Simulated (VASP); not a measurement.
GaP:

```
Ga P
1.0
     0.00000    2.72525    2.72525
     2.72525    0.00000    2.72525
     2.72525    2.72525    0.00000
Ga P
1 1
Direct
  0.00000 0.00000 0.00000
  0.25000 0.25000 0.25000
```

| Quantity | Value |
| --- | --- |
| Program | VASP 6.6.1 |
| Task | relaxation of cell and atoms |
| Functional | LDA |
| Potentials or basis | VASP PAW LDA potentials, release 64 (Ga_d, P) |
| Cutoff | 600 eV |
| k mesh | 8 × 8 × 8 |
| Occupations | gaussian, width 0.03 eV |
| Spin | no spin polarisation |

At the start: pressure -2.7 GPa; volume 20.24 Å³/atom.

Q: Where does the relaxation end?

A: Over 3 steps the energy falls by 5.4 meV/atom and the volume is 19.61 Å³/atom (-3.1 %); space group F-43m (No. 216, to 0.05 Å).

The path:
| step | energy change (eV) | largest force (eV/Å) | pressure (GPa) | volume (Å³) |
| --- | --- | --- | --- | --- |
| 1 | 0.0000 | 0.0000 | -2.68 | 40.48 |
| 2 | -0.0073 | 0.0000 | 1.68 | 38.53 |
| 3 | -0.0108 | 0.0000 | -0.07 | 39.22 |

Final structure:
```
Ga P
1.0
     0.00000    2.69669    2.69669
     2.69669    0.00000    2.69669
     2.69669    2.69669    0.00000
Ga P
1 1
Direct
  0.00000 0.00000 0.00000
  0.25000 0.25000 0.25000
```
